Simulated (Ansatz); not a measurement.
## Two Ansatz runs on Tl

The cell is COD entry 9008555, as deposited and not checked against the literature; nothing was relaxed. The listed cell was then made from it by scaling, straining or moving an atom.

First run: DFT, PBE, all-electron PAW with datasets made for the crystal, scalar-relativistic (Ansatz 0.2.0).

Command: `ansatz run input.yaml --threads 1 --pin off --max-ram 2048MiB --backend cpu --events-out ev --progress --plain --runs-dir out` The run took 18 s on 1 thread of Arm Neoverse V1 (shared host), peak memory 0.41 GiB.

```yaml
crystal:
  lattice:
    - [-1.92159, 1.941, 1.941]
    - [1.941, -1.92159, 1.941]
    - [1.941, 1.941, -1.92159]
  atoms:
    - { symbol: Tl, position: [0.0, 0.0, 0.0] }
kpoints:
  mp_grid: { grid: [13, 13, 13] }
scf:
  occupations: { method: fermi_dirac, width: 0.05 }
hamiltonian:
  xc: pbe
  pseudopotentials: { kind: all_electron, datasets: crystal }
output:
  forces: true
  stress: true
  eigenvalues: true
  efg: { contact_densities: true }
```

Result: converged; pressure 2.29 GPa; 7 SCF iterations.

Spin–orbit coupling is left out, though it moves levels of the heavy atoms by tenths of an eV or more.

The input is then changed:

```diff
@@ -9,5 +9,5 @@
   mp_grid: { grid: [13, 13, 13] }
 scf:
-  occupations: { method: fermi_dirac, width: 0.05 }
+  occupations: { method: fermi_dirac, width: 0.3 }
 hamiltonian:
   xc: pbe
```

Problem. What does the second run give?

Solution. It converged; energy at zero smearing -2.0 meV/atom from the first run; pressure 2.70 GPa; 7 SCF iterations. Some of these settings are too coarse for converged properties.

The results part of its log:

```
SCF 1 converged in 7 iterations: F = -550776.275092 eV  dr2 = 2.95e-8
  Residual-converged pass: ⟨swp⟩=3.2  Hψ=5886  notcnv=0  max |occ|·‖R‖ = 3.7e-6 eV (tolerance 3.7e-6 eV)  dr2=2.95e-8  dr2_onsite=5.18e-9  max |Δocc| = 3.6e-8
  greatest PAW one-centre occupation: 0.960 electrons in one spin orbital (limit 2), on the Tl atom at site 0 (counted from 0), in its partial waves of l = 2
SCF converged after 7 iterations
Free energy (F): -550776.275092 eV
Harris-Foulkes:  -550776.275092 eV  (|F-HF|=3.14e-8)
Internal energy: -550776.129677 eV  (E = F + TS)
E sigma→0 (E₀):  -550776.202384 eV
Entropy (-TS):   -0.145414 eV (-145.414 meV/atom)
Past the cutoff: the bands carry plane waves up to 1.75 times it, of which those up to 1.5 times it add -0.000320 eV an atom, each by itself; the spheres take 0.000589 eV an atom off the energy for waves past 1.75 times it
By the cutoff:   a pressure is off by up to 0.008 GPa (1.2 times the spheres' own share and the shells' term, over an atom's volume, and 0.004 GPa: a bound that held against runs at twice the plane waves)
Past the cutoffs: a stress includes 0.0005 GPa for waves and charges beyond them, in addition to the slope of what the spheres take
In the spheres:  the bands' charges fall short by 3.9e-6 e at most (sound up to 1e-3)
Fermi energy:    15.242881 eV
--- Per-component energies (eV) ---
  The terms above E_closure are by the made datasets' own strengths, without shells solved beside the bands.
--- Forces (eV/Å), atoms counted from 1 ---
  atom   1  Tl     0.00000000     0.00000000    -0.00000000
  max |Σ_I F_I| component: 5.14e-33 eV/Å
--- Stress (GPa, compression-positive) ---
        2.699500      -0.133579      -0.133579
       -0.133579       2.699500      -0.133579
       -0.133579      -0.133579       2.699500
  P = ⅓ Tr σ = 2.6995 GPa (26.995 kbar)
--- PAW observables at the nuclei: V_zz in 10²¹ V/m², potentials from the cell's mean, atoms counted from 1 ---
  atom   1  Tl V_zz =    +1.185331   η = 0.0000   by run symmetry: allowed
            electrostatic potential = -17135.394103 V   contact ρ = 15273816.558641 e/Å³
--- Band table (eV; the first three rows and the last of 231) ---
  k-point 0: bands = ["3.5432", "3.5432", "3.5853", "3.9672", "3.9672", "5.3210", "25.6179", "25.8875", "25.8875", "27.4470"]
  k-point 1: bands = ["3.5335", "3.5567", "3.6128", "3.9572", "3.9673", "5.4517", "24.2904", "25.3235", "25.5688", "27.0065"]
  k-point 2: bands = ["3.5065", "3.5684", "3.7058", "3.9336", "3.9680", "5.8519", "21.7588", "24.2804", "24.7788", "26.3957"]
  k-point 230: bands = ["3.3724", "3.3804", "4.1358", "4.1676", "4.1716", "13.2305", "16.6776", "16.7007", "16.7922", "21.6717"]
```
